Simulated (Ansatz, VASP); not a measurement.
KMgF3: VASP beside Ansatz

The input INCAR:

```
SYSTEM = KMgF3
PREC = Accurate
ENCUT = 520
EDIFF = 1E-7
ISMEAR = 0
SIGMA = 0.05
LREAL = .FALSE.
LASPH = .TRUE.
NELM = 80
ALGO = Normal
ISIF = 2
LWAVE = .FALSE.
LCHARG = .FALSE.
GGA = PE
NBANDS = 24
```

The input KPOINTS:

```
regular mesh
0
G
  6 6 6
  0 0 0
```

Contents of POSCAR:

```
KMgF3
1.0
    3.9859000000      0.0000000000      0.0000000000
    0.0000000000      3.9859000000      0.0000000000
    0.0000000000      0.0000000000      3.9859000000
K Mg F
1 1 3
Direct
    0.4498231265      0.5000000000      0.5000000000
    0.0000000000      0.0000000000      0.0000000000
    0.5000000000      0.0000000000      0.0000000000
    0.0000000000      0.5000000000      0.0000000000
    0.0000000000      0.0000000000      0.5000000000
```

Input for Ansatz:

```yaml
crystal:
  lattice:
    - [3.9859, 0.0, 0.0]
    - [0.0, 3.9859, 0.0]
    - [0.0, 0.0, 3.9859]
  atoms:
    - { symbol: K, position: [0.4498231265, 0.5, 0.5] }
    - { symbol: Mg, position: [0.0, 0.0, 0.0] }
    - { symbol: F, position: [0.5, 0.0, 0.0] }
    - { symbol: F, position: [0.0, 0.5, 0.0] }
    - { symbol: F, position: [0.0, 0.0, 0.5] }
basis:
  ecutwfc: 420
kpoints:
  mp_grid: { grid: [6, 6, 6] }
hamiltonian:
  xc: pbe
scf:
  occupations: { method: gaussian, width: 0.05 }
output:
  forces: true
  stress: true
  eigenvalues: true
```

Alike in both runs: task single point; functional PBE; k mesh 6 × 6 × 6; occupations gaussian, width 0.05 eV; no spin polarisation.

```csv
,VASP,Ansatz
version,VASP 6.6.1,Ansatz 0.2.0
potentials or method,"VASP PAW PBE potentials, release 64 (K_sv, Mg, F)","scalar-relativistic, plane waves, PAW"
plane-wave cutoff (eV),520,420
valence electrons in the cell,32,40
```

```csv
,VASP,Ansatz,Ansatz less VASP
gap on the k mesh at the Fermi level (eV),7.31,7.34,+0.029
least direct gap on the mesh (eV),7.63,7.66,+0.028
pressure (GPa),3.8,4.2,+0.40
largest component of the traceless stress (GPa),0.08,0.08,-0.003
rms of the force components (eV/Å),0.156,0.151,-0.0047
```

Atom by atom the forces differ by 0.005 eV/Å (rms over components). The two sets of potentials don't hold the same shells in valence.

A k mesh can miss the band edges.
